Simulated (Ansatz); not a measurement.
Crystal: MoS2.

```
Mo S
1.0
     3.22746    0.00000    0.00000
    -1.61373    2.79507    0.00000
     0.00000    0.00000    6.31247
Mo S
1 2
Direct
  0.00000 0.00000 0.50000
  0.66667 0.33333 0.74468
  0.33333 0.66667 0.25532
```

Measurements of this composition are mostly on another form, of space group No. 194.

| Property | Result |
| --- | --- |
| Program | Ansatz 0.2.0 |
| Task | relaxation of cell and atoms |
| Functional | BLYP |
| Potentials or basis | Ansatz PAW |
| Cutoff | 420 eV (not typed: the program's choice for these potentials) |
| k mesh | 9 × 9 × 4 |
| Occupations | fermi-dirac, width 0.05 eV |
| Spin | no spin polarisation |

At the start: volume 18.98 Å³/atom.

Task: How do energy, volume and symmetry change on relaxing?

Result: It ends after 26 steps and the volume is 29.81 Å³/atom (+57.0 %); space group P-3m1 (No. 164, to 0.05 Å).

The path:
| step | energy change (eV) | largest force (eV/Å) | volume (Å³) |
| --- | --- | --- | --- |
| 1 | 0.0000 | 0.6599 | 56.94 |
| 2 | -0.0882 | 0.0420 | 64.91 |
| 3 | -0.1017 | 0.0073 | 64.16 |
| 4 | -0.1065 | 0.0031 | 64.67 |
| 5 | -0.1090 | 0.0066 | 65.89 |
| 6 | -0.1104 | 0.0030 | 67.43 |
| 7 | -0.1105 | 0.0060 | 67.89 |
| 8 | -0.1151 | 0.0058 | 67.89 |
| 9 | -0.1172 | 0.0101 | 69.37 |
| 10 | -0.1198 | 0.0749 | 72.25 |
| 11 | -0.1210 | 0.0092 | 73.52 |
| 12 | -0.1208 | 0.0672 | 76.44 |
| 13 | -0.1213 | 0.0008 | 76.10 |
| 14 | -0.1214 | 0.0021 | 75.70 |
| 15 | -0.1237 | 0.0023 | 75.70 |
| 16 | -0.1249 | 0.0096 | 77.55 |
| 17 | -0.1261 | 0.0471 | 80.48 |
| 18 | -0.1261 | 0.0631 | 83.42 |
| 19 | -0.1265 | 0.0177 | 82.69 |
| 20 | -0.1265 | 0.0009 | 83.00 |
| 21 | -0.1279 | 0.0008 | 83.00 |
| 22 | -0.1284 | 0.0144 | 84.87 |
| 23 | -0.1288 | 0.0421 | 87.85 |
| 24 | -0.1289 | 0.0181 | 89.08 |
| 25 | -0.1289 | 0.0042 | 89.42 |
| 26 | -0.1297 | 0.0041 | 89.42 |

Final structure:
```
Mo S
1.0
     3.30981    0.00000    0.00000
    -1.65491    2.86638    0.00000
     0.00000    0.00000    9.42545
Mo S
1 2
Direct
  0.00000 0.00000 0.50000
  0.66667 0.33333 0.66517
  0.33333 0.66667 0.33483
```

Caveat: the volume moved by over 15 % at a fixed basis, so the end points are rough; the plane-wave basis is chosen anew once the cell has moved, so the energies of steps on either side of that aren't comparable; this functional lacks dispersion, which binds the layers, so the pressure and a relaxed spacing across them are unreliable, and here the layers came unbound; the PAW data sets come from PBE, with cores solved anew for the run's functional, which leaves a small shift of forces and pressure.
